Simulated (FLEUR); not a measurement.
## Collinear magnetic orders of free Co(001) film, 1 layer with FLEUR

Does free Co(001) film, 1 layer prefer parallel or opposed moments?

Program: FLEUR MaX-R8.1. Level of theory: LDA (VWN); all-electron FLAPW film, Dirac cores, scalar-relativistic bands. Results are calculated unless marked as measured.

Most raw output is cut from this account.

## 1. The structure

The cell holds 1 atom: 1 Co. Its edges and angles: a = 2.507 Å, b = 2.507 Å, c = 14.000 Å, α = 90.0°, β = 90.0°, γ = 90.0°. Layers at typed spacings, unrelaxed. Vacuum lies along c.

As a file:

```xyz
1
Lattice="2.5067 0.0000 0.0000 0.0000 2.5067 0.0000 0.0000 0.0000 14.0000" Properties=species:S:1:pos:R:3
Co    0.0000    0.0000    7.0000
```

## 2. Start 1: ferro +

The parallel start comes first: it shows whether parallel moments hold.

inpgen writes inp.xml from crystal.txt; cutoffs, mixing, functional, smearing and local orbitals are then set in the file. The k list default-1 (kpts.xml, not shown) is a Γ-centred 14×14×1 mesh; where the ranks do not divide the number of points, some are split in two of half the weight.

The input, inp.xml:

```
<?xml version="1.0" encoding="UTF-8" standalone="no"?>
<fleurInput fleurInputVersion="0.39">
   <comment>
      Co
   </comment>
   <calculationSetup>
      <cutoffs Kmax="3.64" Gmax="10.9" GmaxXC="10.9" numbands="0"/>
      <scfLoop itmax="120" minDistance="0.00002" maxIterBroyd="15" imix="Anderson" alpha="0.03" precondParam="0.0" spinf="2.0" sdNocoIR="T"/>
      <coreElectrons ctail="T" frcor="F" kcrel="1" coretail_lmax="0"/>
      <xcFunctional name="vwn" relativisticCorrections="F"/>
      <magnetism jspins="2"/>
      <soc l_soc="F" theta="0.0" phi="0.0" spav="F"/>
      <expertModes spex="0" secvar="F"/>
      <geometryOptimization l_f="F" forcealpha="1.0" forcemix="BFGS" epsdisp="0.00001" epsforce="0.00001"/>
      <ldaU l_linMix="F" mixParam="0.05" spinf="1.0"/>
   </calculationSetup>
   <cell>
      <bzIntegration valenceElectrons="17.0" mode="hist" fermiSmearingEnergy="0.00183747">
         <kPointListSelection listName="default-1"/>
         <xi:include xmlns:xi="http://www.w3.org/2001/XInclude" href="kpts.xml"> </xi:include>
      </bzIntegration>
      <xi:include xmlns:xi="http://www.w3.org/2001/XInclude" href="sym.xml"> </xi:include>
      <filmLattice scale="1.0" dVac="5.3" dTilda="7.8">
         <bravaisMatrixFilm>
            <row-1>    4.7369764765348199     0.0000000000000000</row-1>
            <row-2>    0.0000000000000000     4.7369764765348199</row-2>
         </bravaisMatrixFilm>
         <vacuumEnergyParameters vacuum="1" spinUp="-.25" spinDown="-.25"/>
      </filmLattice>
   </cell>
   <atomSpecies>
      <species name="Cobalt (Co2.000" element="Co" atomicNumber="27">
         <mtSphere radius="2.25" gridPoints="745" logIncrement="0.016"/>
         <atomicCutoffs lmax="8" lnonsphr="6"/>
         <electronConfig flipSpins="F">
            <coreConfig>(1s1/2) (2s1/2) (2p1/2) (2p3/2)</coreConfig>
            <valenceConfig>(3s1/2) (3p1/2) (3p3/2) (4s1/2) (3d3/2) (3d5/2)</valenceConfig>
            <stateOccupation state="(3d3/2)" spinUp="1.5" spinDown="1.3"/>
            <stateOccupation state="(3d5/2)" spinUp="3.0" spinDown="1.2"/>
         </electronConfig>
         <energyParameters s="4" p="4" d="3" f="4"/>
         <lo type="SCLO" l="0" n="3" eDeriv="0"/>
         <lo type="SCLO" l="1" n="3" eDeriv="0"/>
      </species>
   </atomSpecies>
   <atomGroups>
      <atomGroup species="Cobalt (Co2.000">
         <filmPos label="                   1">.0000000000 .0000000000 .0000000000</filmPos>
         <force calculate="T" relaxXYZ="TTT"/>
      </atomGroup>
   </atomGroups>
   <output dos="F" band="F" slice="F">
      <bandDOS minEnergy="-.5*Htr" maxEnergy="0.5*Htr" sigma="0.015" storeEVData="T"/>
      <plotting iplot="0" polar="F">
         <plot TwoD="T" vec1="  1.0  0.0  0.0" vec2="  0.0  1.0  0.0" vec3="  0.0  0.0  1.0" zero="  0.0  0.0 -0.5" file="plot"/>
      </plotting>
      <moessbauerParams electricFieldGradient="F" isomerShift="T" coreHyperfine="T" valenceHyperfine="T"/>
   </output>
</fleurInput>
```

The input, crystal.txt:

```
Co
&input film=T cartesian=F /
2.50670000000  0.00000000000  0.00000000000
0.00000000000  2.50670000000  0.00000000000
0.00000000000  0.00000000000  1.00000000000
1.8897261246
1.0 1.0 1.0

1
27 0.00000000000  0.00000000000  0.00000000000 : 2.000

&kpt div1=14 div2=14 div3=1 gamma=T /
```

On the command line:

```sh
OMP_NUM_THREADS=1 inpgen -f crystal.txt > inpgen.log  # inp.xml is then edited as shown
OMP_NUM_THREADS=1 mpirun -n 4 fleur_MPI > fleur.log
```

Elapsed: 8.3 s, on 4 MPI ranks of Arm Neoverse V2, shared host; peak memory 0.19 GiB.

This step gave:

| Property | Result |
| --- | --- |
| free energy | -37852.7403 eV |
| program's band gap on this mesh (in a metal only a level spacing) | 0.03780 eV |
| magnetization | 2.023 μB |
| final state | ferromagnetic |
| largest moment | 2.051 μB |

After 21 cycles the largest moment stands at 2.05 μB.

## 3. Start 2: antiferro q=(1/2,1/2,0) +-

Another pattern of signs weighs the neighbour shells otherwise.

This order needs a doubled cell of 2 atoms. The mesh is halved along the doubled vector, so that both cells sample the same points. The k list default-1 (kpts.xml, not shown) is a Γ-centred 7×14×1 mesh.

Edit inp.xml of step 2 so:

```diff
@@ -17,3 +17,3 @@
    <cell>
-      <bzIntegration valenceElectrons="17.0" mode="hist" fermiSmearingEnergy="0.00183747">
+      <bzIntegration valenceElectrons="34.0" mode="hist" fermiSmearingEnergy="0.00183747">
          <kPointListSelection listName="default-1"/>
@@ -24,4 +24,4 @@
          <bravaisMatrixFilm>
-            <row-1>    4.7369764765348199     0.0000000000000000</row-1>
-            <row-2>    0.0000000000000000     4.7369764765348199</row-2>
+            <row-1>    9.4739529530696398     0.0000000000000000</row-1>
+            <row-2>    4.7369764765348199     4.7369764765348199</row-2>
          </bravaisMatrixFilm>
@@ -44,2 +44,15 @@
       </species>
+      <species name="Cobalt (Co-2.000" element="Co" atomicNumber="27">
+         <mtSphere radius="2.25" gridPoints="745" logIncrement="0.016"/>
+         <atomicCutoffs lmax="8" lnonsphr="6"/>
+         <electronConfig flipSpins="F">
+            <coreConfig>(1s1/2) (2s1/2) (2p1/2) (2p3/2)</coreConfig>
+            <valenceConfig>(3s1/2) (3p1/2) (3p3/2) (4s1/2) (3d3/2) (3d5/2)</valenceConfig>
+            <stateOccupation state="(3d3/2)" spinUp="1.3" spinDown="1.5"/>
+            <stateOccupation state="(3d5/2)" spinUp="1.2" spinDown="3.0"/>
+         </electronConfig>
+         <energyParameters s="4" p="4" d="3" f="4"/>
+         <lo type="SCLO" l="0" n="3" eDeriv="0"/>
+         <lo type="SCLO" l="1" n="3" eDeriv="0"/>
+      </species>
    </atomSpecies>
@@ -48,2 +61,6 @@
          <filmPos label="                   1">.0000000000 .0000000000 .0000000000</filmPos>
+         <force calculate="T" relaxXYZ="TTT"/>
+      </atomGroup>
+      <atomGroup species="Cobalt (Co-2.000">
+         <filmPos label="                   2">1.000/2.000 .0000000000 .0000000000</filmPos>
          <force calculate="T" relaxXYZ="TTT"/>
```

The input, crystal.txt:

```
Co
&input film=T cartesian=F /
5.01340000000  0.00000000000  0.00000000000
2.50670000000  2.50670000000  0.00000000000
0.00000000000  0.00000000000  1.00000000000
1.8897261246
1.0 1.0 1.0

2
27 0.00000000000  0.00000000000  0.00000000000 : 2.000
27 0.50000000000  0.00000000000  0.00000000000 : -2.000

&kpt div1=7 div2=14 div3=1 gamma=T /
```

Elapsed: 57 s, on 4 MPI ranks; peak memory 0.3 GiB; 3.8 min of CPU time.

Read from the output:

```
free energy                                                       : -75704.5253 eV
program's band gap on this mesh (in a metal only a level spacing) : 1.64e-6 eV
magnetization                                                     : 0 μB
final state                                                       : antiferromagnetic
largest moment                                                    : 1.453 μB
```

It lies 478 meV a seeded atom over the first start, and its largest moment is 1.45 μB against 2.05 μB.

## 4. Order 3, typed as no spin polarisation

Without spin polarisation no moment can form, so the difference from the other runs is what forming moments gains.

The k list default-1 (kpts.xml, not shown) is a Γ-centred 14×14×1 mesh.

The input, inp.xml:

```
<?xml version="1.0" encoding="UTF-8" standalone="no"?>
<fleurInput fleurInputVersion="0.39">
   <comment>
      Co
   </comment>
   <calculationSetup>
      <cutoffs Kmax="3.64" Gmax="10.9" GmaxXC="10.9" numbands="0"/>
      <scfLoop itmax="120" minDistance="0.00002" maxIterBroyd="15" imix="Anderson" alpha="0.03" precondParam="0.0" spinf="2.0" sdNocoIR="T"/>
      <coreElectrons ctail="T" frcor="F" kcrel="1" coretail_lmax="0"/>
      <xcFunctional name="vwn" relativisticCorrections="F"/>
      <magnetism jspins="1"/>
      <soc l_soc="F" theta="0.0" phi="0.0" spav="F"/>
      <expertModes spex="0" secvar="F"/>
      <geometryOptimization l_f="F" forcealpha="1.0" forcemix="BFGS" epsdisp="0.00001" epsforce="0.00001"/>
      <ldaU l_linMix="F" mixParam="0.05" spinf="1.0"/>
   </calculationSetup>
   <cell>
      <bzIntegration valenceElectrons="17.0" mode="hist" fermiSmearingEnergy="0.00183747">
         <kPointListSelection listName="default-1"/>
         <xi:include xmlns:xi="http://www.w3.org/2001/XInclude" href="kpts.xml"> </xi:include>
      </bzIntegration>
      <xi:include xmlns:xi="http://www.w3.org/2001/XInclude" href="sym.xml"> </xi:include>
      <filmLattice scale="1.0" dVac="5.3" dTilda="7.8">
         <bravaisMatrixFilm>
            <row-1>    4.7369764765348199     0.0000000000000000</row-1>
            <row-2>    0.0000000000000000     4.7369764765348199</row-2>
         </bravaisMatrixFilm>
         <vacuumEnergyParameters vacuum="1" spinUp="-.25" spinDown="-.25"/>
      </filmLattice>
   </cell>
   <atomSpecies>
      <species name="Cobalt (Co)" element="Co" atomicNumber="27">
         <mtSphere radius="2.25" gridPoints="745" logIncrement="0.016"/>
         <atomicCutoffs lmax="8" lnonsphr="6"/>
         <electronConfig flipSpins="F">
            <coreConfig>(1s1/2) (2s1/2) (2p1/2) (2p3/2)</coreConfig>
            <valenceConfig>(3s1/2) (3p1/2) (3p3/2) (4s1/2) (3d3/2) (3d5/2)</valenceConfig>
            <stateOccupation state="(3d3/2)" spinUp="1.400000" spinDown="1.400000"/>
            <stateOccupation state="(3d5/2)" spinUp="2.100000" spinDown="2.100000"/>
         </electronConfig>
         <energyParameters s="4" p="4" d="3" f="4"/>
         <lo type="SCLO" l="0" n="3" eDeriv="0"/>
         <lo type="SCLO" l="1" n="3" eDeriv="0"/>
      </species>
   </atomSpecies>
   <atomGroups>
      <atomGroup species="Cobalt (Co)">
         <filmPos label="                   1">.0000000000 .0000000000 .0000000000</filmPos>
         <force calculate="T" relaxXYZ="TTT"/>
      </atomGroup>
   </atomGroups>
   <output dos="F" band="F" slice="F">
      <bandDOS minEnergy="-.5*Htr" maxEnergy="0.5*Htr" sigma="0.015" storeEVData="T"/>
      <plotting iplot="0" polar="F">
         <plot TwoD="T" vec1="  1.0  0.0  0.0" vec2="  0.0  1.0  0.0" vec3="  0.0  0.0  1.0" zero="  0.0  0.0 -0.5" file="plot"/>
      </plotting>
      <moessbauerParams electricFieldGradient="F" isomerShift="T" coreHyperfine="T" valenceHyperfine="T"/>
   </output>
</fleurInput>
```

The input, crystal.txt:

```
Co
&input film=T cartesian=F /
2.50670000000  0.00000000000  0.00000000000
0.00000000000  2.50670000000  0.00000000000
0.00000000000  0.00000000000  1.00000000000
1.8897261246
1.0 1.0 1.0

1
27 0.00000000000  0.00000000000  0.00000000000

&kpt div1=14 div2=14 div3=1 gamma=T /
```

Elapsed: 4.2 s, on 4 MPI ranks; peak memory 0.17 GiB.

This step gave:

| Property | Result |
| --- | --- |
| free energy | -37852.1828 eV |
| program's band gap on this mesh (in a metal only a level spacing) | 0.005900 eV |
| final state | non-magnetic (no spin polarisation) |

It lies 557 meV a seeded atom over the first start.

## 5. Ranking

Free energies are divided by the number of seeded atoms, so that cells of unlike size compare. Wavevectors q in the names are fractions of the primitive cell's reciprocal vectors.

Orders:

| start | final state | typed order kept | energy over the lowest (meV a seeded atom) | largest sphere moment (μB) | net moment (μB a primitive cell) | mesh matched | CPU time (s) |
| --- | --- | --- | --- | --- | --- | --- | --- |
| ferro + | ferromagnetic | yes | 0 | 2.051 | 2.023 | yes | 32.47 |
| antiferro q=(1/2,1/2,0) +- | antiferromagnetic | yes | 477.6 | 1.453 | 0 | yes | 226.1 |
| no spin polarisation | non-magnetic | - | 557.5 | 0 | 0 | yes | 16.23 |

## 6. Spin–orbit coupling, moments along z

Spin–orbit coupling ties the spins to the lattice and lets orbital moments form.

A new self-consistent run of the start ferro +, with the moments along z.

Edit inp.xml of step 2 so:

```diff
@@ -6,3 +6,3 @@
    <calculationSetup>
-      <cutoffs Kmax="3.64" Gmax="10.9" GmaxXC="10.9" numbands="0"/>
+      <cutoffs Kmax="3.64" Gmax="10.9" GmaxXC="10.9" numbands="37"/>
       <scfLoop itmax="120" minDistance="0.00002" maxIterBroyd="15" imix="Anderson" alpha="0.03" precondParam="0.0" spinf="2.0" sdNocoIR="T"/>
@@ -11,3 +11,3 @@
       <magnetism jspins="2"/>
-      <soc l_soc="F" theta="0.0" phi="0.0" spav="F"/>
+      <soc l_soc="T" theta="0.0" phi="0.0" spav="F"/>
       <expertModes spex="0" secvar="F"/>
```

Edit crystal.txt of step 2 so:

```diff
@@ -11,2 +11,3 @@
 
+&soc 0.0000000 0.0000000 /
 &kpt div1=14 div2=14 div3=1 gamma=T /
```

The job ended after 13 s (4 MPI ranks; peak memory 0.23 GiB).

This step gave:

```
free energy                                                       : -37852.7607 eV
program's band gap on this mesh (in a metal only a level spacing) : 0 eV
magnetization                                                     : 2.019 μB
final state                                                       : ferromagnetic
largest moment                                                    : 2.047 μB
orbital moment along the spin                                     : 0.1325 μB
```

Orbital moment in the sphere, along the spin axis by atom:

| atom | orbital moment in the sphere, along the spin axis (μB) |
| --- | --- |
| Co1 | 0.133 |

Fields along z, the direction of positive moments; semicore shells count as valence. Hyperfine fields at the nuclei:

| atom | core contact (T) | valence contact (T) | dipolar (T) | orbital (T) | sum (T) | density at the nucleus (e/bohr³) |
| --- | --- | --- | --- | --- | --- | --- |
| Co1 | -51.69 | 48.26 | 1.604 | 9.627 | 7.794 | 17203 |

## 7. Outcome

* lowest state found: ferromagnetic (typed ferro +)
* largest site spin moment: 2.05 μB
* next finished state: antiferromagnetic, 478 meV a seeded atom higher
* energy gained by spin polarisation: 557 meV a seeded atom
* hyperfine field at Co1, along its moment: 7.79 T
* orbital moment on the atom of largest spin, along its spin (spin–orbit run): 0.133 μB

What this shows: The lowest state found is ferromagnetic, reached from the start ferro +, with moments up to 2.05 μB. The next finished state costs 478 meV a seeded atom. At Co1 the core shells give -51.7 T and the valence and semicore s states 48.3 T along the moment, -1.68 T per μB together; orbital and dipolar parts add 11 T. Semilocal functionals tend to give too weak a core polarisation. The orbital moment is parallel to the spin, as Hund's third rule has it for a shell over half filled. This is the lowest of 3 finished starts, no proof of the ground state.

[Logs and program files are shortened in this print: banners, set-up blocks, solver, clock and traceback lines can be left out without a mark of their own.]

[Logs are printed without paths, hosts, clocks, repeated set-up lines and the standing remarks that a program may print on its own settings, such as how far it seeks lower states.]

[Hosts, paths, dates, database ids (printed as entryN), source tags and the programs' standing remarks are cut or masked in the printed files.]

[Where a cell is said to come from a database of computed structures, the database is the Materials Project.]
